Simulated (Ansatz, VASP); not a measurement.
## C in VASP and in Ansatz

```
C
1.0
     1.71949    0.00000    0.00000
    -0.85974    1.48912    0.00000
     0.00000    0.00000    8.19835
C
2
Cartesian
  0.0000 0.9927 2.0496
  0.8597 0.4964 6.1488
```

Alike in both runs: task single point; functional PBE; k mesh 21 × 21 × 4; occupations fermi-dirac, width 0.1 eV; non-collinear spin, spin-orbit coupling.

```csv
,VASP,Ansatz
version,VASP 6.6.1,Ansatz 0.2.0
potentials or method,"VASP PAW PBE potentials, release 64 (C)","plane waves (420 eV) with PAW, fully relativistic with spin-orbit coupling"
plane-wave cutoff (eV),520,420
valence electrons in the cell,8,8
```

```tsv
	VASP	Ansatz	Ansatz less VASP
net moment per atom (μB)	0.00	0.00	0.000
```

The functional is the same, so the differences come from potentials, cutoffs and numerics.
